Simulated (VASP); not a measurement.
# Ag (Im-3m) in VASP: notebook, part 2 of 2

VASP 6.6.1. Earlier steps stand in the parts before.

### 3 Single point, r2SCAN

INCAR reads:

```
SYSTEM = Ag
PREC     = Accurate       ! precision mode
ENCUT    = 250            ! plane-wave cutoff, eV
EDIFF    = 1E-6           ! SCF threshold, eV
ISMEAR   = 1              ! smearing method
SIGMA    = 0.1            ! smearing width, eV
LREAL    = .False.        ! projectors in reciprocal space
LASPH    = .True.         ! aspherical terms in the spheres
NELM     = 100            ! most SCF steps
ALGO     = Normal         ! electronic algorithm
ISIF     = 2              ! what is computed and relaxed
LWAVE    = .False.        ! write WAVECAR
LCHARG   = .False.        ! write CHGCAR
METAGGA  = R2SCAN         ! meta-GGA
LMIXTAU  = .True.       
ADDGRID  = .False.
```

KPOINTS reads:

```
regular mesh
0
Gamma
  10 10 10
  0 0 0
```

POSCAR reads:

```
Ag
1.0
   -1.6556540000      1.6556540000      1.6556540000
    1.6556540000     -1.6556540000      1.6556540000
    1.6556540000      1.6556540000     -1.6556540000
Ag
1
Direct
    0.0000000000      0.0000000000      0.0000000000
```

Potentials or basis: VASP PAW PBE potentials, release 64 (Ag).

The run is started by

```sh
> cat potpaw_PBE.64/Ag/POTCAR > POTCAR
> mpirun -np 1 vasp_std > vasp.out
```

OUTCAR:

```text
SYSTEM = Ag
   PREC = Accurate
   ENCUT = 250
   EDIFF = 1E-6
   ISMEAR = 1
   LREAL = .False.
   LASPH = .True.
   NELM = 100
   ISIF = 2
   METAGGA = R2SCAN

 Found     47 irreducible k-points:

 Following reciprocal coordinates:
            Coordinates               Weight
  0.000000  0.000000  0.000000      1.000000
  0.100000  0.000000  0.000000     12.000000
  0.200000  0.000000  0.000000     12.000000
  0.300000  0.000000  0.000000     12.000000
  0.400000  0.000000  0.000000     12.000000
  0.500000  0.000000  0.000000      6.000000
   k-points           NKPTS =     47   k-points in BZ     NKDIM =     47   number of bands    NBANDS=      9
   number of dos      NEDOS =    301   number of ions     NIONS =      1
   total plane-waves  NPLWV =   4096
   dimension x,y,z NGX =    16 NGY =   16 NGZ =   16
   dimension x,y,z NGXF=    32 NGYF=   32 NGZF=   32
   ions per type =               1
   NGX,Y,Z   is equivalent  to a cutoff of   9.28,  9.28,  9.28 a.u.
   NGXF,Y,Z  is equivalent  to a cutoff of  18.55, 18.55, 18.55 a.u.
 SYSTEM =  Ag
   PREC   = accura    normal or accurate (medium, high low for compatibility)
   ISTART =      0    job   : 0-new  1-cont  2-samecut
   ICHARG =      2    charge: 1-file 2-atom 10-const
   ISPIN  =      1    spin polarized calculation?
   LNONCOLLINEAR =      F non collinear calculations
   LSORBIT =      F    spin-orbit coupling
   LASPH  =      T    aspherical Exc in radial PAW
   ENCUT  =  250.0 eV  18.37 Ry    4.29 a.u.   3.70  3.70  3.70*2*pi/ulx,y,z
   NELM   =    100;   NELMIN=  2; NELMDL= -5     # of ELM steps
   EDIFF  = 0.1E-05   stopping-criterion for ELM
   LREAL  =      F    real-space projection
   EDIFFG = 0.1E-04   stopping-criterion for IOM
   NSW    =      0    number of steps for IOM
   IBRION =     -1    ionic relax: 0-MD 1-quasi-New 2-CG
   NFREE  =      0    steps in history (QN), initial steepest desc. (CG)
   ISIF   =      2    stress and relaxation
   ISYM   =      2    0-nonsym 1-usesym 2-fastsym
   POTIM  = 0.5000    time-step for ionic-motion
   TEBEG  =    0.0;   TEEND  =   0.0 temperature during run
   PSTRESS=    0.0 pullay stress
   NELECT =      11.0000    total number of electrons
   NUPDOWN=      -1.0000    fix difference up-down
   EMIN   =  10.00;   EMAX   =-10.00  energy-range for DOS
   EFERMI =   0.00;   METHOD = LEGACY
   ISMEAR =     1;   SIGMA  =   0.10  broadening in eV -4-tet -1-fermi 0-gaus
   EFERMI_NEDOS =   21; number of points for ismear=-14 and -15
   IALGO  =     38    algorithm
   IMIX   =      4    mixing-type and parameters
     AMIX     =   0.40;   BMIX     =  1.00
     AMIX_MAG =   1.60;   BMIX_MAG =  1.00
  volume/ion in A,a.u.               =      18.15       122.51
  Fermi-wavevector in a.u.,A,eV,Ry     =   1.385318  2.617871 26.111022  1.919106
  Thomas-Fermi vector in A             =   2.509739
   LORBIT       =      0    0 simple, 1 ext, 2 COOP (PROOUT), +10 PAW based schemes
   METAGGA = R2SCAN    functional components
   LHFCALC =     F    Hartree Fock is set to
   AEXX    =    0.0000 exact exchange contribution
   IVDW    =     0    specifies the selected vdW correction
   LEPSILON=     F    determine dielectric tensor
   LRPA    =     F    only Hartree local field effects (RPA)
 non-spin polarized calculation
 Methfessel and Paxton  Order N= 1 SIGMA  =   0.10
  energy-cutoff  :      250.00
  volume of cell :       18.15
 maximum number of plane-waves:       177
   NGX =  7   NGY =  7   NGZ =  7

 number of electron      11.0000015 magnetization

 Free energy of the ion-electron system (eV)
  ---------------------------------------------------
  ext. energy  EPLUGINS =         0.00000000
  ---------------------------------------------------
  free energy    TOTEN  =       -21.28928856 eV

  energy without entropy =      -21.28855664  energy(sigma->0) =      -21.28904459

 E-fermi :   7.7499     XC(G=0): -12.5400

 val. band max:        7.6256028786   @ k =  -0.3000   0.4000   0.2000
 cond. band min:       7.7538936608   @ k =   0.5000   0.0000   0.0000
 fundamental gap:      0.1282907823
 Fermi energy:         7.7499235418

 k-point     1 :       0.0000    0.0000    0.0000
  band No.  band energies     occupation
      1       0.1089      2.00000
      2       2.5627      2.00000
      3       2.5628      2.00000
      4       2.5628      2.00000
      5       3.7836      2.00000
      6       3.7836      2.00000
      7      26.0667      0.00000
      8      26.0667      0.00000
      9      26.0667      0.00000

 k-point     2 :       0.1000    0.0000    0.0000
  band No.  band energies     occupation
      1       0.4277      2.00000
      2       2.4920      2.00000
      3       2.5805      2.00000
      4       2.7394      2.00000
      5       3.7138      2.00000
      6       3.7939      2.00000
      7      25.0066      0.00000
      8      25.8467      0.00000
      9      26.2515      0.00000

 k-point     3 :       0.2000    0.0000    0.0000
  band No.  band energies     occupation
      1       1.1871      2.00000
      2       2.3069      2.00000
      3       2.7542      2.00000
      4       3.2203      2.00000
      5       3.6084      2.00000
      6       3.8101      2.00000
      7      21.6168      0.00000
      8      24.4861      0.00000
      9      26.6529      0.00000

 k-point     4 :       0.3000    0.0000    0.0000
  band No.  band energies     occupation
      1       1.4853      2.00000
      2       2.0858      2.00000
      3       3.6203      2.00000
      4       3.8397      2.00000
      5       3.8757      2.00000
      6       3.9191      2.00000
      7      17.5322      0.00000
      8      22.8100      0.00000
      9      24.5332      0.00000

 k-point     5 :       0.4000    0.0000    0.0000
  band No.  band energies     occupation
      1       1.3327      2.00000
      2       1.9154      2.00000
      3       3.7018      2.00000
      4       3.8726      2.00000
      5       4.4735      2.00000
      6       6.0679      2.00000
      7      13.7544      0.00000
      8      21.6612      0.00000
      9      22.7653      0.00000

 k-point     6 :       0.5000    0.0000    0.0000
  band No.  band energies     occupation
      1       1.2431      2.00000
      2       1.8514      2.00000
      3       3.7394      2.00000
      4       3.8881      2.00000
      5       4.7192      2.00000
      6       7.7539      0.93286
      7      11.5287      0.00000
      8      21.2582      0.00000
      9      22.1164      0.00000

 [... further k-points ...]

------------------------ aborting loop because EDIFF is reached ----------------------------------------

  FORCE on cell =-STRESS in cart. coord.  units (eV):
  Direction    XX          YY          ZZ          XY          YZ          ZX
  --------------------------------------------------------------------------------------
  -------------------------------------------------------------------------------------
  Total       -0.7992503     -0.7992503     -0.7992503      0.0000000      0.0000000      0.0000000
  in kB      -70.5382463    -70.5382463    -70.5382463      0.0000000      0.0000000      0.0000000
  external PRESSURE =     -70.5382463 kB  Pullay stress =       0.0000000 kB

 VOLUME and BASIS-vectors are now :
 -----------------------------------------------------------------------------
  energy-cutoff  :      250.00
  volume of cell :       18.15
      direct lattice vectors                 reciprocal lattice vectors
    -1.655654000  1.655654000  1.655654000     0.000000000  0.301995465  0.301995465
     1.655654000 -1.655654000  1.655654000     0.301995465  0.000000000  0.301995465
     1.655654000  1.655654000 -1.655654000     0.301995465  0.301995465  0.000000000

 POSITION                                       TOTAL-FORCE (eV/Angst)
 -----------------------------------------------------------------------------------
      0.00000      0.00000      0.00000         0.000000      0.000000      0.000000
 -----------------------------------------------------------------------------------
    total drift:                                0.000000     -0.000000     -0.000000

  FREE ENERGIE OF THE ION-ELECTRON SYSTEM (eV)
  ---------------------------------------------------
  free  energy   TOTEN  =       -21.2892885634 eV

  energy  without entropy=      -21.2885566354  energy(sigma->0) =      -21.28904459
```

Run time: 7.3 s. Hardware: 1 thread of Intel Xeon 6975P-C (Granite Rapids), shared host; peak memory 0.11 GiB.

The run converged, but some of its settings lie outside the range that counts as converged, so its numbers aren't taken as properties of the crystal.

Results:

```yaml
Free_energy: -21.2893 eV
Band_gap_on_the_k_mesh: none (metal or under the smearing width)
```

Caveat: the cutoff is under 1.25 times the usual one of these potentials, so pressure, stress and relaxed cells hold a basis-set (Pulay) error; the PAW data sets were made with another functional, which shifts forces and pressure a little.

### 4 For comparison

An earlier run on the cell as given: functional PBE; potentials or basis VASP PAW PBE potentials, release 64 (Ag); cutoff 520 eV; k mesh 11 × 11 × 11; occupations fermi-dirac, width 0.05 eV; no spin polarisation.

* Pressure: -0.9 GPa
* Band gap on the k mesh: none (metal or under the smearing width)
